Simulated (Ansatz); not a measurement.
**Sr in Ansatz: the effect of functional**

Sr:

```
Sr
1.0
     0.00000    3.06250    3.06250
     3.06250    0.00000    3.06250
     3.06250    3.06250    0.00000
Sr
1
Direct
  0.00000 0.00000 0.00000
```

The cell isn't the ideal one: volume scaled by 1.02.

Alike in all runs:

- Program: Ansatz 0.2.0
- Task: single point
- Potentials or basis: Ansatz PAW
- k mesh: 8 × 8 × 8
- Occupations: fermi-dirac, width 0.05 eV
- Spin: no spin polarisation

```csv
functional,cutoff,pressure (GPa)
LDA,420 eV (not typed: the program's choice for these potentials),?
PBEsol,420 eV (not typed: the program's choice for these potentials),-1.1
r2SCAN,500 eV (not typed: the program's choice for these potentials),-0.2
```

Task: What does the run with functional LDA give?

Result: Pressure -1.8 GPa.

Caveats: the PAW data sets come from PBE, with cores solved anew for the run's functional, which leaves a small shift of forces and pressure.
